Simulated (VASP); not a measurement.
# Na in VASP: relaxation of the atoms with PBE+dDsC

Aim: the relaxation of the atoms of Na with PBE+dDsC.

Program: VASP 6.6.1. These are calculated values, not measurements. Logs are shortened: lines on timing, memory, paths and dates and some standing lists are left out, and cuts for length are marked.

## 1. The cell of the first run

The cell holds a slab with vacuum, 4 atoms: a = 3.753 Å, b = 3.753 Å, c = 24.212 Å, α = 90.00°, β = 90.00°, γ = 60.41°.

The slab is cut from a database's or a generator's crystal, which needn't be the stable form of the element.

## 2. Relaxation of the atoms, PBE+dDsC (the (1 0 1) slab of Na, cut from the database cell, not relaxed)

File INCAR:

```
PREC = Accurate ; ENCUT = 520
EDIFF = 1E-6 ; ISMEAR = 0
SIGMA = 0.05 ; LREAL = F
LASPH = T ; NELM = 80
ALGO = Fast ; ISIF = 2
LWAVE = F ; LCHARG = F
LDIPOL = T ; IDIPOL = 3
DIPOL = 0.5 0.5 0.500 ; GGA = PE
IVDW = 4 ; IBRION = 2
NSW = 60 ; EDIFFG = -0.01
```

File KPOINTS:

```
regular mesh
0
Gamma
  8 8 1
```

File POSCAR:

```
Na
1.0
    3.7532005932      0.0000000000      0.0000000000
    1.8531458989      3.2637960981      0.0000000000
    0.0000000000      0.0000000000     24.2119172620
Na
4
Selective dynamics
Direct
    0.3389113921      0.3389113921      0.3097648120  F F F
    0.6778227842      0.6778227842      0.4365882707  F F F
    0.0167341763      0.0167341763      0.5634117293  T T T
    0.3556455685      0.3556455685      0.6902351880  T T T
```

Potentials or basis: VASP PAW PBE potentials, release 64 (Na_pv).

Command:

```sh
> cat potpaw_PBE.64/Na_pv/POTCAR > POTCAR
> mpirun -np 1 vasp_std > vasp.out
```

OUTCAR:

```text
PREC = Accurate
   ENCUT = 520
   EDIFF = 1E-6
   ISMEAR = 0
   LREAL = F
   LASPH = T
   NELM = 80
   ISIF = 2
   GGA = PE
   IVDW = 4
   IBRION = 2
   NSW = 60
   EDIFFG = -0.01
  IVDW =   4

 ion  position               nearest neighbor table
   1  0.339  0.339  0.310-
   2  0.678  0.678  0.437-
   3  0.017  0.017  0.563-
   4  0.356  0.356  0.690-

  LATTYP: Found a base centered orthorhombic cell.
 ALAT       =     3.7765821600
 B/A-ratio  =     1.7177379725
 C/A-ratio  =     6.4110659417

  Lattice vectors:

 A1 = (  -1.8531458989,  -3.2637960981,   0.0000000000)
 A2 = (   3.7532005932,   0.0000000000,   0.0000000000)
 A3 = (   0.0000000000,   0.0000000000,  24.2119172620)

Analysis of symmetry for initial positions (statically):
=====================================================================
 Subroutine PRICEL returns:
 Original cell was already a primitive cell.

 Routine SETGRP: Setting up the symmetry group for a
 base centered orthorhombic supercell.

 Subroutine GETGRP returns: Found  4 space group operations
 (whereof  2 operations were pure point group operations)
 out of a pool of  8 trial point group operations.

The static configuration has the point symmetry C_1h.
 The point group associated with its full space group is C_2h.

Analysis of symmetry for dynamics (positions and initial velocities):
=====================================================================
 Subroutine PRICEL returns:
 Original cell was already a primitive cell.

 Routine SETGRP: Setting up the symmetry group for a
 base centered orthorhombic supercell.

 Subroutine GETGRP returns: Found  4 space group operations
 (whereof  2 operations were pure point group operations)
 out of a pool of  8 trial point group operations.

The dynamic configuration has the point symmetry C_1h.
 The point group associated with its full space group is C_2h.

Analysis of constrained symmetry for selective dynamics:
=====================================================================
 Subroutine PRICEL returns:
 Original cell was already a primitive cell.

 Routine SETGRP: Setting up the symmetry group for a
 base centered orthorhombic supercell.

 Subroutine GETGRP returns: Found  2 space group operations
 (whereof  2 operations were pure point group operations)
 out of a pool of  8 trial point group operations.
[... 117 lines left out ...]
   EFERMI_NEDOS =   21; number of points for ismear=-14 and -15
   IALGO  =     68    algorithm
   IMIX   =      4    mixing-type and parameters
     AMIX     =   0.40;   BMIX     =  1.00
     AMIX_MAG =   1.60;   BMIX_MAG =  1.00
  volume/ion in A,a.u.               =      74.15       500.37
  Fermi-wavevector in a.u.,A,eV,Ry     =   0.745435  1.408667  7.560386  0.555673
  Thomas-Fermi vector in A             =   1.841021
   LORBIT       =      0    0 simple, 1 ext, 2 COOP (PROOUT), +10 PAW based schemes
   GGA     = PE    functional components
   LHFCALC =     F    Hartree Fock is set to
   AEXX    =    0.0000 exact exchange contribution
   IVDW    =     4    specifies the selected vdW correction
   LEPSILON=     F    determine dielectric tensor
   LRPA    =     F    only Hartree local field effects (RPA)
 conjugate gradient relaxation of ions
 non-spin polarized calculation
 RMM-DIIS sequential band-by-band and
 Gauss-broadening in eV      SIGMA  =   0.05
  energy-cutoff  :      520.00
  volume of cell :      296.59
 maximum number of plane-waves:      8019
   NGX = 13   NGY = 13   NGZ = 91

--------------------------------------- Ionic step        1  -------------------------------------------

 number of electron      27.9999986 magnetization

 Free energy of the ion-electron system (eV)
  ---------------------------------------------------
  ext. energy  EPLUGINS =         0.00000000
  ---------------------------------------------------
  free energy    TOTEN  =        -4.91124196 eV

  energy without entropy =       -4.90767017  energy(sigma->0) =       -4.90945607

------------------------ aborting loop because EDIFF is reached ----------------------------------------

  dDsC method for vdW energy calculation

  Number of pair interactions contributing to vdW energy:   17437
[... 117 lines left out ...]
  FREE ENERGIE OF THE ION-ELECTRON SYSTEM (eV)
  ---------------------------------------------------
  free  energy   TOTEN  =        -5.1737005136 eV

  energy  without entropy=       -5.1701321714  energy(sigma->0) =       -5.17191634

[... ionic steps 4 to 7 ...]

--------------------------------------- Ionic step        8  -------------------------------------------

 number of electron      27.9999988 magnetization

------------------------ aborting loop because EDIFF is reached ----------------------------------------
[... 77 lines left out ...]
  FREE ENERGIE OF THE ION-ELECTRON SYSTEM (eV)
  ---------------------------------------------------
  free  energy   TOTEN  =        -5.1838712632 eV

  energy  without entropy=       -5.1806394686  energy(sigma->0) =       -5.18225537

 dipolmoment           0.000000      0.000000      0.000393 electrons x Angstroem

--------------------------------------- Ionic step       10  -------------------------------------------

 number of electron      27.9999991 magnetization

 dipolmoment           0.000000      0.000000     -0.000723 electrons x Angstroem

 Free energy of the ion-electron system (eV)
  ---------------------------------------------------
  ext. energy  EPLUGINS =         0.00000000
  ---------------------------------------------------
  free energy    TOTEN  =        -4.91720115 eV

  energy without entropy =       -4.91398001  energy(sigma->0) =       -4.91559058

 E-fermi :  -1.2964     XC(G=0):  -3.8152

 val. band max:       -1.3217309726   @ k =   0.3750   0.2500   0.0000
 cond. band min:      -1.1554083844   @ k =  -0.2500   0.2500   0.0000
 fundamental gap:      0.1663225882
 Fermi energy:        -1.2963805487

 k-point     1 :       0.0000    0.0000    0.0000
  band No.  band energies     occupation
      1     -26.3916      2.00000
      2     -26.3773      2.00000
      3     -26.3625      2.00000
      4     -26.3625      2.00000
      5     -26.3469      2.00000
      6     -26.3468      2.00000
[... 430 lines left out ...]
     17       0.5178      0.00000
     18       0.8268      0.00000

------------------------ aborting loop because EDIFF is reached ----------------------------------------

 vacuum level on the upper side and lower side of the slab       (xc-potential included)        -0.013        -0.003

  Hirshfeld-DOM and Hirshfeld charges and relative Volumes:
            ion         q(e)           q(e)           rel_vol
   -----------------------------------------------------------
      1     Na          0.003          0.007          1.386
      2     Na         -0.003         -0.006          1.691
      3     Na         -0.004         -0.008          1.691
      4     Na          0.004          0.008          1.386

  dDsC method for vdW energy calculation
[... 31 lines left out ...]
  FREE ENERGIE OF THE ION-ELECTRON SYSTEM (eV)
  ---------------------------------------------------
  free  energy   TOTEN  =        -5.1837739442 eV

  energy  without entropy=       -5.1805528058  energy(sigma->0) =       -5.18216338

 reached required accuracy - stopping structural energy minimisation

 vacuum level on the upper side and lower side of the slab         1.543         1.543
```

Run time: 11 min. Hardware: 1 thread of Intel Xeon Platinum 8259CL at 2.50GHz (Skylake/Cascade Lake), shared host; peak memory 0.41 GiB.

What came out:

```
Free energy                : -5.1838 eV
Energy gained by relaxing  : 2.8 meV/atom
Ionic steps                : 10
Band gap on the k mesh     : none (metal or under the smearing width)
Dispersion energy per atom : -0.067 eV
```

The path:
```csv
step,energy change (eV),largest force (eV/Å),pressure (GPa)
1,0.0000,0.0622,-0.25
2,-0.0002,0.0601,-0.25
3,-0.0009,0.0536,-0.25
4,-0.0023,0.0469,-0.25
5,-0.0046,0.0411,-0.24
6,-0.0075,0.0512,-0.22
7,-0.0081,0.0516,-0.23
8,-0.0092,0.0471,-0.20
9,-0.0111,0.0245,-0.18
10,-0.0110,0.0278,-0.17
```

Final structure:
```xyz
4
Lattice="3.7532 0.0000 0.0000 1.8531 3.2638 0.0000 0.0000 0.0000 24.2119" Properties=species:S:1:pos:R:3 pbc="T T T"
Na    1.9001    1.1061    7.5000
Na    3.8001    2.2123   10.5706
Na    0.0913    0.0532   13.4319
Na    1.9936    1.1606   16.4355
```

Levels at points of the mesh, in eV from the Fermi level:
```
           k point  band 11  band 12  band 13  band 14  band 15  band 16  band 17  band 18
(0.00, 0.00, 0.00)   -24.75   -24.75    -3.03    -2.49    -1.58    -0.36     0.76     2.14
(0.50, 0.00, 0.00)   -24.76   -24.75     0.46     0.49     0.90     1.13     1.78     2.09
(0.50, 0.50, 0.00)   -24.76   -24.75     0.49     0.54     0.94     1.19     1.81     2.12
```
